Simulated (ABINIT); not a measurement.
# Ti (P6_3/mmc) in ABINIT: further runs, part 2 of 2

ABINIT 10.8.3 (patched build). The steps go on from the part before.

## 4. Relaxation of cell and atoms, LDA

File run.abi:

```
# Pseudopotentials
pp_dirpath "./"
pseudos "Ti.hgh"

# Structure
acell 3*1.0
rprim
     5.5746920676     0.0000000000     0.0000000000
    -2.7873460338     4.8278249489     0.0000000000
     0.0000000000     0.0000000000     8.8439182632
ntypat 1
znucl 22
natom 2
typat 1 1
chkprim 0
chksymtnons 0
tolsym 1.0e-6
xred
            2/3            1/3            3/4
            1/3            2/3            1/4

# Plane-wave basis
ecut 1034.032677 eV
ecutsm 0.5

# k points
kptopt 1
ngkpt 8 8 4
nshiftk 1
shiftk 0.0 0.0 0.0

# Exchange and correlation
ixc 7

# Bands and occupations
nband 8
occopt 3
tsmear 0.05 eV

# SCF cycle
nstep 80
tolvrs 1.0e-12

# Output
iomode 3
prteig 0
prtebands 0
prtwf 0
prtden 0

# Relaxation
ionmov 2
optcell 2
ntime 50
tolmxf 2.0e-5
dilatmx 1.08
```

Potentials or basis: HGH LDA.

Started as:

```bash
$ mpirun --bind-to none -np 4 abinit run.abi > log 2>&1
```

run.abo:

```text
.Version 10.8.3 of ABINIT
 Symmetries : space group P6_3/m m c (#194); Bravais hP (primitive hexag.)
================================================================================
 Values of the parameters that define the memory need of the present run
     intxc =       0    ionmov =       2      iscf =       7    lmnmax =       6
     lnmax =       6     mgfft =      54  mpssoang =       3    mqgrid =    3001
     natom =       2  nloc_mem =       1    nspden =       1   nspinor =       1
    nsppol =       1      nsym =      24    n1xccc =       0    ntypat =       1
    occopt =       3   xclevel =       1
       mpw =        3383          nfft =       69984          nkpt =          30
================================================================================
================================================================================

--------------------------------------------------------------------------------
------------- Echo of variables that govern the present computation ------------
--------------------------------------------------------------------------------
 -outvars: echo values of preprocessed input variables --------
            acell      1.0000000000E+00  1.0000000000E+00  1.0000000000E+00 Bohr
              amu      4.78800000E+01
          chkprim           0
      chksymtnons           0
          dilatmx      1.08000000E+00
             ecut      3.80000000E+01 Hartree
           ecutsm      5.00000000E-01 Hartree
           ionmov           2
              ixc           7
         kptrlatt        8    0    0      0    8    0      0    0    4
          kptrlen      3.53756731E+01
            natom           2
            nband           8
            ngfft          36      36      54
             nkpt          30
            nstep          80
             nsym          24
            ntime          50
           ntypat           1
           occopt           3
          optcell           2
           prtden           0
        prtebands           0
           prteig           0
            prtwf           0
[... 961 lines left out ...]
 reduced coordinates (array xred) for    2 atoms
       0.666666666667      0.333333333333      0.750000000000
       0.333333333333      0.666666666667      0.250000000000
 rms dE/dt=  1.9432E-29; max dE/dt=  3.3658E-29; dE/dt below (all hartree)
    1       0.000000000000      0.000000000000      0.000000000000
    2       0.000000000000      0.000000000000      0.000000000000

 cartesian coordinates (angstrom) at end:
    1      1.42498957495825     0.82271811470866     3.38195516369536
    2      0.00000000000000     1.64543622941733     1.12731838789845

 cartesian forces (hartree/bohr) at end:
    1      0.00000000000000     0.00000000000000    -0.00000000000000
    2      0.00000000000000     0.00000000000000    -0.00000000000000
 frms,max,avg= 0.0000000E+00 0.0000000E+00   0.000E+00  0.000E+00  0.000E+00 h/b

 cartesian forces (eV/Angstrom) at end:
    1      0.00000000000000     0.00000000000000    -0.00000000000000
    2      0.00000000000000     0.00000000000000    -0.00000000000000
 frms,max,avg= 0.0000000E+00 0.0000000E+00   0.000E+00  0.000E+00  0.000E+00 e/A
 length scales=  5.385680057890  5.385680057959  8.521292039312 bohr
              =  2.849979149916  2.849979149953  4.509273551594 angstroms
 Fermi (or HOMO) energy (hartree) =   0.20528   Average Vxc (hartree)=  -0.37490
 Eigenvalues (hartree) for nkpt=  30  k points:
 kpt#   1, nband=  8, wtk=  0.00391, kpt=  0.0000  0.0000  0.0000 (reduced coord)
  -0.03396    0.09740    0.23271    0.23271    0.23538    0.23969    0.25339    0.25339
      occupation numbers for kpt#   1
   2.00000    2.00000    0.00000    0.00000    0.00000    0.00000    0.00000    0.00000
 prteigrs : prtvol=0 or 1, do not print more k-points.

--- !EnergyTerms
iteration_state     : {dtset: 1, itime: 9, icycle: 1, }
comment             : Components of total free energy in Hartree
kinetic             :  1.19413711334114E+01
hartree             :  1.96756167631032E-01
xc                  : -2.45977843707076E+00
Ewald energy        : -9.73154683295401E+00
psp_core            :  9.73884948237974E-01
local_psp           : -1.66453013073258E+00
non_local_psp       : -6.36728852179081E+00
internal            : -7.11113167326777E+00
'-kT*entropy'       : -3.46507959138767E-04
total_energy        : -7.11147818122691E+00
total_energy_eV     : -1.93513179569232E+02
band_energy         :  1.09385749481591E+00
...

 Cartesian components of stress tensor (hartree/bohr^3)
  sigma(1 1)= -3.40686655E-09  sigma(3 2)=  0.00000000E+00
  sigma(2 2)= -3.40702261E-09  sigma(3 1)=  0.00000000E+00
  sigma(3 3)= -2.47238817E-08  sigma(2 1)=  0.00000000E+00

-Cartesian components of stress tensor (GPa)         [Pressure=  3.0929E-04 GPa]
- sigma(1 1)= -1.00233474E-04  sigma(3 2)=  0.00000000E+00
- sigma(2 2)= -1.00238066E-04  sigma(3 1)=  0.00000000E+00
- sigma(3 3)= -7.27401714E-04  sigma(2 1)=  0.00000000E+00

== END DATASET(S) ==============================================================
================================================================================

 -outvars: echo values of variables after computation  --------
            acell      5.3856800579E+00  5.3856800580E+00  8.5212920393E+00 Bohr
           etotal     -7.1114781812E+00
            fcart      0.0000000000E+00  0.0000000000E+00 -0.0000000000E+00
                       0.0000000000E+00  0.0000000000E+00 -0.0000000000E+00
            rprim      1.0000000000E+00  0.0000000000E+00  0.0000000000E+00
                      -4.9999999999E-01  8.6602540379E-01  0.0000000000E+00
                       0.0000000000E+00  0.0000000000E+00  1.0000000000E+00
           strten     -3.4068665467E-09 -3.4070226120E-09 -2.4723881747E-08
                       0.0000000000E+00  0.0000000000E+00  0.0000000000E+00
           xangst      1.4249895750E+00  8.2271811471E-01  3.3819551637E+00
                       1.4309969989E-16  1.6454362294E+00  1.1273183879E+00
             xred      6.6666666667E-01  3.3333333333E-01  7.5000000000E-01
                       3.3333333333E-01  6.6666666667E-01  2.5000000000E-01
 Calculation completed.
```

It took 53 s on 4 MPI ranks of Arm Neoverse V1, shared host; peak memory 0.28 GiB.

Results:

| Property | Result |
| --- | --- |
| Free energy | -193.5132 eV |
| Relaxed volume | 15.86 Å³/atom |
| Relaxed cell | a = 2.850 Å, b = 2.850 Å, c = 4.509 Å, α = 90.00°, β = 90.00°, γ = 120.00° |
| Space group after relaxing (to 0.05 Å) | P6_3/mmc (No. 194) |
| Energy gained by relaxing | 66.2 meV/atom |
| Ionic steps | 9 |
| Pressure after relaxing | 0.0 GPa |
| Band gap on the k mesh | none (metal or under the smearing width) |

Step by step:
```csv
step,energy change (eV),largest force (eV/Å),pressure (GPa),volume (Å³)
1,0.0000,0.0000,-11.04,35.27
2,-0.0701,0.0000,-7.95,34.09
3,-0.1318,0.0000,0.91,31.49
4,-0.1324,0.0000,-0.05,31.73
5,-0.1324,0.0000,-0.01,31.72
6,-0.1324,0.0000,0.05,31.71
7,-0.1324,0.0000,0.03,31.71
8,-0.1324,0.0000,0.00,31.72
9,-0.1324,0.0000,0.00,31.72
```

Final structure:
```
Ti
1.0
     2.84998    0.00000    0.00000
    -1.42499    2.46815    0.00000
     0.00000    0.00000    4.50927
Ti
2
Direct
  0.66667 0.33333 0.75000
  0.33333 0.66667 0.25000
```

Caveat: the volume moved by -10 % from the deposited cell, more than functionals usually miss; HGH potentials are hard and often keep d shells in the core, so these values are rough. LDA usually gives volumes a few per cent too small.

## 5. Single point, LDA (cell relaxed)

File run.abi:

```
pp_dirpath "./"
pseudos "Ti.hgh"

acell 3*1.0
rprim
     5.3856800544     0.0000000000     0.0000000000
    -2.6928400366     4.6641357548     0.0000000000
     0.0000000000     0.0000000000     8.5212920305
ntypat 1
znucl 22
natom 2
typat 1 1
xred
     0.6666666700     0.3333333300     0.7500000000
     0.3333333300     0.6666666700     0.2500000000
chkprim 0
chksymtnons 0
tolsym 1.0e-6

ecut 38.0

kptopt 1
ngkpt 8 8 4
nshiftk 1
shiftk 0.0 0.0 0.0

ixc 7

nband 8
occopt 3
tsmear 0.00183747

nstep 100
tolvrs 1.0e-10

iomode 3
prtwf 0
prteig 0
prtebands 0
enunit 2
prtden 1
prtvha 1
prtvclmb 1
prtpot 1
prtelf 1
```

Started as:

```bash
$ mpirun --bind-to none -np 4 abinit run.abi > log 2>&1
```

It took 7.1 s on 4 MPI ranks of Arm Neoverse V1, shared host; peak memory 0.28 GiB.

It converged, with:

```
Free energy                                           : -193.5143 eV
Pressure                                              : -0.6 GPa
Band gap on the k mesh                                : none (metal or under the smearing width)
Valence electrons inside the program's atomic spheres : Ti 1.84 (radii [1.0584] Å)
```

Levels at points of the mesh, in eV from the Fermi level:
```csv
k point,band 1,band 2,band 3,band 4,band 5,band 6,band 7,band 8
"(0.00, 0.00, 0.00)",-6.51,-2.94,0.74,0.74,0.82,0.94,1.31,1.32
"(0.50, 0.00, 0.00)",-2.51,-2.42,-2.00,-0.67,0.54,0.73,1.18,3.87
"(0.00, 0.00, 0.50)",-4.54,-4.54,-0.02,-0.02,0.66,0.66,0.66,0.66
"(0.50, 0.00, 0.50)",-2.74,-2.74,-0.96,-0.96,1.48,1.48,1.98,1.98
```

Caveat: HGH potentials are hard and often keep d shells in the core, so these values are rough.
